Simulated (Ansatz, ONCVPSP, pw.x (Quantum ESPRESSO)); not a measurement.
# From atom to crystal: ONCV potential for N

* Element: nitrogen (N)
* Generator: ONCVPSP 4.0.1
* Type: optimised norm-conserving Vanderbilt (ONCV)
* Functional: PBE
* Relativity: scalar-relativistic
* Frozen core: [He]
* Valence charge: 5
* Reference configuration: 2s2 2p3
* Partial waves: 2s: rc 0.80 bohr, ncon 4, nbas 7, qcut 8.5 1/bohr, 2 projectors, debl 2.3 Ha; 2p: rc 1.50 bohr, ncon 4, nbas 9, qcut 8.4 1/bohr, 2 projectors, debl 3.8 Ha; d scattering state at 0.21 Ha: rc 1.15 bohr, ncon 3, nbas 6, qcut 7.4 1/bohr, 2 projectors, debl 1.1 Ha
* Local potential: polynomial inside 0.60 bohr (lpopt 5, dvloc0 3 Ha)
* Core correction: none

Crystal test: sc N in pw.x 7.5, no spin, 17³ k-points, Fermi–Dirac smearing 0.01 Ry, cutoffs 95/380 Ry. The reference is all-electron LAPW (Ansatz 0.2.0) with the same functional, mesh and smearing; V0 and B0 come from Birch–Murnaghan fits to the pressures at five volumes. Errors are pseudo minus all-electron; Δ is the rms difference of the E(V) curves that follow from these fits, minima aligned, over ±6 % about the mean V0. Mesh and smearing are coarse, so the numbers serve the comparison and aren't converged zero-temperature values; the lattice is a test structure that the element need not adopt. Spin polarisation is left out.

All-electron: a0 = 1.866 Å (V0 = 6.50 Å³/atom), B0 = 181.9 GPa.

Question: How far does the potential miss the all-electron equation of state?

Answer: mean pressure error (GPa): -0.39; a0 (Å): 1.864; a0 error (%): -0.08; B0 error (%): -1.2; Δ (meV/atom): 0.7. Atomic configuration tests: 1 of 4 tests not solved or not reliable.

```csv
V (Å³/atom),P all-electron (GPa),P pseudo (GPa)
6.337,4.71,4.18
6.503,-0.18,-0.63
6.670,-4.61,-4.99
6.837,-8.71,-9.02
7.003,-12.52,-12.78
```

Question: At the middle volume, how do free energy and pressure move when the wave cutoff is lowered (ecutrho kept at four times it)?

Answer:

```
cutoff (Ry)  shift of F (meV/atom)  shift of P (GPa)
         43                 +632.5            -59.13
         57                  +78.4            -11.48
         76                   +2.2             -0.55
```

The run at the middle volume (165 k-points, 7 iterations) took about 14 s on one core of a shared host (Intel(R) Xeon(R) Platinum 8259CL CPU @ 2.50GHz, 96 threads, 755 GiB, load 46).
